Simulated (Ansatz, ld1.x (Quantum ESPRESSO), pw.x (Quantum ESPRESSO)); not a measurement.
What a changed setting does to a pw.x run (sc K)

Potential: ultrasoft, ld1.x (Quantum ESPRESSO) 7.5, PBE; core [Ne], reference 3s2 3p6 4s0.75 4p0.25; waves: 3s (bound): rcut 1.70, rcutus 2.20 bohr; 4s (bound): rcut 1.70, rcutus 2.20 bohr; 3p (bound): rcut 2.55, rcutus 2.90 bohr; 4p (bound): rcut 2.55, rcutus 2.90 bohr; 3d channel at -0.15 Ry: rcut 1.75, rcutus 2.40 bohr; local part: all-electron potential smoothed inside 2.75 bohr (lloc = -1); core correction: a·sin(br)/r model core inside 2.00 bohr; augmentation: PSQ, radius 1.80 bohr.

The reference run (k-mesh 8³, cutoffs 40/320 Ry, Fermi–Dirac 0.01 Ry, mixing_beta 0.4, conv_thr 1e-9, no spin) gives -0.01 GPa at 79.807 Å³/atom, where all-electron LAPW gives -0.00 GPa. This run, with its own iteration cap, changes degauss to 0.005.

```
&control
  calculation='scf', prefix='x', pseudo_dir='./', outdir='./tmp', tstress=.true., disk_io='none'
/
&system
  ibrav=0, nat=1, ntyp=1, ecutwfc=40, ecutrho=320, nbnd=12,
  occupations='smearing', smearing='fd', degauss=0.005
/
&electrons
  conv_thr=1e-09, mixing_beta=0.4, electron_maxstep=50
/
ATOMIC_SPECIES
K 1.0 K.UPF
CELL_PARAMETERS angstrom
  4.30540154 0.00000000 0.00000000
  0.00000000 4.30540154 0.00000000
  0.00000000 0.00000000 4.30540154
ATOMIC_POSITIONS crystal
K 0.0000 0.0000 0.0000
K_POINTS automatic
8 8 8 0 0 0
```

```bash
pw.x < K.scf.in > K.scf.out
```

Problem. How does the run end?

Solution. It converges in 31 iterations; the free energy moves by +16.2 meV/atom and the pressure by -0.02 GPa. In a metal, with Fermi–Dirac smearing, F lies below its zero-width value by a term in the square of the width.

```
Message from routine setup:
     using ibrav=0 with symmetry is DISCOURAGED, use correct ibrav instead
     lattice parameter (alat)  =       8.1360  a.u.
     unit-cell volume          =     538.5643 (a.u.)^3
     number of electrons       =         9.00
     number of Kohn-Sham states=           12
     kinetic-energy cutoff     =      40.0000  Ry
     charge density cutoff     =     320.0000  Ry
     scf convergence threshold =      1.0E-09
     Exchange-correlation= PBE
     number of k points=    35  Fermi-Dirac smearing, width (Ry)=  0.0050
     iteration #  1     ecut=    40.00 Ry     beta= 0.40
     total energy              =     -56.79979034 Ry
     estimated scf accuracy    <       0.00424495 Ry
     iteration #  2     ecut=    40.00 Ry     beta= 0.40
     total energy              =     -56.79954003 Ry
     estimated scf accuracy    <       0.00083748 Ry
     iteration #  3     ecut=    40.00 Ry     beta= 0.40
     total energy              =     -56.80016314 Ry
     estimated scf accuracy    <       0.00020120 Ry
     [... 25 iterations left out ...]
     iteration # 29     ecut=    40.00 Ry     beta= 0.40
     total energy              =     -56.79988764 Ry
     estimated scf accuracy    <       0.00000005 Ry
     iteration # 30     ecut=    40.00 Ry     beta= 0.40
     total energy              =     -56.79988764 Ry
     estimated scf accuracy    <          4.6E-09 Ry
     iteration # 31     ecut=    40.00 Ry     beta= 0.40
     the Fermi energy is     1.5135 ev
!    total energy              =     -56.79988764 Ry
     estimated scf accuracy    <          9.7E-13 Ry
     smearing contrib. (-TS)   =      -0.00063217 Ry
     The total energy is F=E-TS. E is the sum of the following terms:
     one-electron contribution =     -40.30572851 Ry
     hartree contribution      =      20.29654220 Ry
     xc contribution           =      -8.54274186 Ry
     ewald contribution        =     -28.24732731 Ry
     convergence has been achieved in  31 iterations
          total   stress  (Ry/bohr**3)                   (kbar)     P=       -0.24
     Message from routine punch:
     Nothing written, as per user request (disk_io='none')
```

The run took about 38 s on one core of a shared host (Neoverse-V2, 96 threads, 742 GiB, load 38).
